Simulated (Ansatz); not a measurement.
## Ionic part of the dielectric constant of ZnS at 30 GPa, mode by mode

All numbers below come from Ansatz 0.2.0, DFT PBE, scalar-relativistic, plane waves, PAW. Plane waves to 420 eV; Γ-centred k mesh 10×10×10; fixed occupations. No spin polarisation. Phonons by linear response, acoustic sum rule imposed.

The structure is cubic, space group F-43m (No. 216). The conventional cell has a = 5.010 Å, b = 5.010 Å, c = 5.010 Å, α = 90.00°, β = 90.00°, γ = 90.00°. Zn (site symmetry -43m) has 4 S at 2.17 Å as nearest neighbours. S (site symmetry -43m) is surrounded by 4 Zn at 2.17 Å.

The real crystal has changed phase below this pressure.

The primitive cell has V = 31.45 Å³ and ε∞,xx = 6.077. Each polar mode adds Δε = (4.92064×10⁷/V)·S/ν² along x, with S its oscillator strength in e²/amu, ν in cm⁻¹ and V in Å³.

Question: From these modes, find each Δε and ε0,xx.
```tsv
ν (cm⁻¹)	S_xx (e²/amu)
390.3	0.1293
```

Answer:
```json
{"ν (cm⁻¹)": "390.3", "Δε": "1.33"}
```

The sum is 1.328, so ε0,xx = 7.40; the run's tensor has 7.40.

Question: Where do the longitudinal modes lie for a wave vector along x?

Answer: At 431 cm⁻¹. The Lyddane–Sachs–Teller product Π(ν_LO/ν_TO)² = 1.22 matches ε0/ε∞ = 1.22.

Cost: 1 run of about 1.1 core-minutes, on Arm Neoverse V1 (shared hosts).

Electrons provide most of the static screening: the lattice adds only 1.33 to an electronic part of 6.077. Zinc blende has a single polar optical mode, threefold degenerate before the macroscopic field splits it, in which the Zn and S sublattices move against each other. One component couples to a field along x, and cubic symmetry makes the response isotropic. The lattice term is small because the partly covalent Zn–S bonds are stiff, and compression stiffens them further; the contribution falls with the square of the frequency. The longitudinal mode lies higher, at 431 cm⁻¹, because its polarisation sets up a field that adds to the restoring force, weakened by the electronic screening. That screening is probably overestimated, since a semilocal functional makes the gap too small and the electrons too polarisable, which would also make the LO–TO splitting somewhat too small. A real polar frequency at Γ doesn't establish dynamical stability, as zinc-blende crystals tend to soften under pressure in their transverse acoustic branches near the zone boundary.
